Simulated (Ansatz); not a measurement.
# CuAu: relaxing the structure by PAW and LAPW

Aim: relax CuAu (atoms shaken by about 0.1 Å, then relaxed with the cell) with PAW and LAPW. Both runs start alike, so that frozen cores can be judged against all electrons.

Computed with Ansatz 0.2.0 (DFT PBEsol, scalar-relativistic, unless a step's input says otherwise).

### Step 1. Starting point

The structure is triclinic, space group P1 (No. 1). Conventional cell: a = 2.811 Å, b = 2.811 Å, c = 3.685 Å, α = 90.00°, β = 90.00°, γ = 90.00°. Around Cu (site symmetry 1) lie 8 Au at 2.57 to 2.85 Å and 4 Cu at 2.81 Å. Around Au (site symmetry 1) lie 8 Cu at 2.57 to 2.85 Å and 4 Au at 2.81 Å.

Cell or atoms stand a little off a more symmetric structure (P4mm at a tolerance of 0.3 Å), so results at this geometry aren't those of that ideal crystal.

As a file:

```xyz
2
Lattice="2.8107 0.0000 0.0000 0.0000 2.8107 0.0000 0.0000 0.0000 3.6850" Properties=species:S:1:pos:R:3 pbc="T T T"
Cu    1.3681    1.3997    1.8714
Au    0.0629    0.0219   -0.0851
```

Atoms are numbered in the order of the input: Cu1, Au2.

### Step 2. PAW with frozen cores

Contents of input.yaml:

```yaml
crystal:
  lattice:
    - [2.8107494552, 0.0, 0.0]
    - [0.0, 2.8107494552, 0.0]
    - [0.0, 0.0, 3.685]
  atoms:
    - { symbol: Cu, position: [0.4867252, 0.4979873, 0.50784331] }
    - { symbol: Au, position: [0.02239083, 0.00778298, -0.02309978] }
kpoints:
  mp_grid: { grid: [8, 8, 6] }
scf:
  occupations: { method: fermi_dirac, width: 0.05 }
hamiltonian:
  xc: pbesol
  pseudopotentials: { kind: paw }
output:
  forces: true
  stress: true
  efg: { contact_densities: true }
relax:
  f_tol: 0.01
  max_steps: 80
  cell: {}
```

Started as:

```bash
ansatz run input.yaml --threads 1 --pin off --max-ram 2048MiB --backend cpu --events-out ev --progress --plain --runs-dir out
```

### Step 4. LAPW, all electrons

Edit input.yaml of step 2 so:

```diff
@@ -14,3 +14,3 @@
   xc: pbesol
-  pseudopotentials: { kind: paw }
+  pseudopotentials: { kind: all_electron, lapw: { basis_error: 0.001 } }
 output:
@@ -18,3 +18,2 @@
   stress: true
-  efg: { contact_densities: true }
 relax:
```

(Steps that only read results are left out.)

Before running it: what results should come out? Wanted: PAW: cell; PAW: volume; PAW: energy gained; PAW: accepted moves; PAW: space group; LAPW: cell; LAPW: volume; LAPW: energy gained; LAPW: accepted moves.

As calculated:

| quantity | value |
| --- | --- |
| PAW: cell | a = 2.902 Å, b = 2.902 Å, c = 3.372 Å, α = 90.00°, β = 90.00°, γ = 90.00° |
| PAW: volume | 14.199 Å³/atom |
| PAW: energy gained | 39.3 meV/atom |
| PAW: accepted moves | 7 |
| PAW: space group | P1 → P4/mmm |
| LAPW: cell | a = 2.902 Å, b = 2.902 Å, c = 3.372 Å, α = 90.00°, β = 90.00°, γ = 90.00° |
| LAPW: volume | 14.198 Å³/atom |
| LAPW: energy gained | 39.0 meV/atom |
| LAPW: accepted moves | 10 |
| LAPW: space group | P1 → P4/mmm |

What this shows: By PAW the volume changes by -2.5 % in 7 moves, and the energy falls by 39.3 meV/atom. PAW's final volume lies less than 0.01 % from LAPW's, and its energy gain differs from LAPW's by +0.3 meV/atom. The price, with the outputs that each input asks for: 32 min for LAPW against 4.3 min for PAW, about 7 to one.
